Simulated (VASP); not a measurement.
## Ti under changes of volume

One of the cells (16.491 Å³/atom); the others are scaled copies at fixed shape and fractional positions:

```
Ti
1.0
    -1.60348    1.60348    1.60348
     1.60348   -1.60348    1.60348
     1.60348    1.60348   -1.60348
Ti
1
Direct
  0.00000 0.00000 0.00000
```

This isn't the form of Ti at room conditions, which is hcp.

```yaml
Program: VASP 6.6.1
Functional: PBEsol
Potentials_or_basis: VASP PAW PBE potentials, release 64 (Ti_sv)
Cutoff: 520 eV
k_mesh: 10 × 10 × 10
Occupations: fermi-dirac, width 0.05 eV
Spin: no spin polarisation
```

```tsv
volume (Å³/atom)	energy over the lowest point (meV/atom)	pressure (GPa)
15.832	?	?
16.161	2.18	2.4
16.491	0.00	0.0
16.821	2.49	-2.1
17.151	9.24	-4.1
```

**Question.** What does the run at 15.832 Å³/atom give?

**Answer.** Energy over the lowest point 9.48 meV/atom; pressure 4.9 GPa.

Worked out: A Birch-Murnaghan fit of order 2 (a polynomial in V^(-2/3)) to the other rows has its minimum at 16.47 Å³/atom with B0 = V·E''(V) = 114 GPa. It gives 9.52 meV/atom at 15.832 Å³/atom, against the run's 9.48, and -dE/dV = 4.9 GPa, against 4.9.

Energies are extrapolated to zero smearing.

Caveats: the PAW data sets were made with another functional, which shifts forces and pressure a little.
